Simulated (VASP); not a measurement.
Here is a VASP 6.6.1 calculation.

The input INCAR:

```
PREC = Accurate
ENCUT = 600
EDIFF = 1E-7
ISMEAR = 0
SIGMA = 0.03
LREAL = False
LASPH = True
NELM = 80
ALGO = Normal
ISIF = 2
LWAVE = False
LCHARG = False
IBRION = 2
NSW = 40
EDIFFG = -0.01
```

KPOINTS

```
Automatic mesh
0
Gamma
  8 8 8
```

File POSCAR:

```
KMgF3                                   
1.0
    3.9441935629      0.0000000000      0.0000000000
    0.0000000000      3.9441935629      0.0000000000
    0.0000000000      0.0000000000      3.9441935629
  K               Mg              F             
     1     1     3
Direct
     0.5000000000000000    0.5000000000000000    0.5000000000000000
     0.0000000000000000    0.0000000000000000    0.0000000000000000
     0.5000000000000000    0.0000000000000000    0.0000000000000000
     0.0000000000000000    0.5000000000000000    0.0000000000000000
     0.0000000000000000    0.0000000000000000    0.5000000000000000
```

Potentials or basis: VASP PAW LDA potentials, release 64 (K_sv, Mg, F).

Command:

```bash
$ cat potpaw_LDA.64/K_sv/POTCAR potpaw_LDA.64/Mg/POTCAR potpaw_LDA.64/F/POTCAR > POTCAR
$ mpirun -np 1 vasp_std > vasp.out
```

(1) Predict the band gap on the k mesh.

Results:

(1) 7.20 eV, indirect (least direct gap 7.53 eV).

Caveat: the relaxation stopped at its first step, so nothing moved.
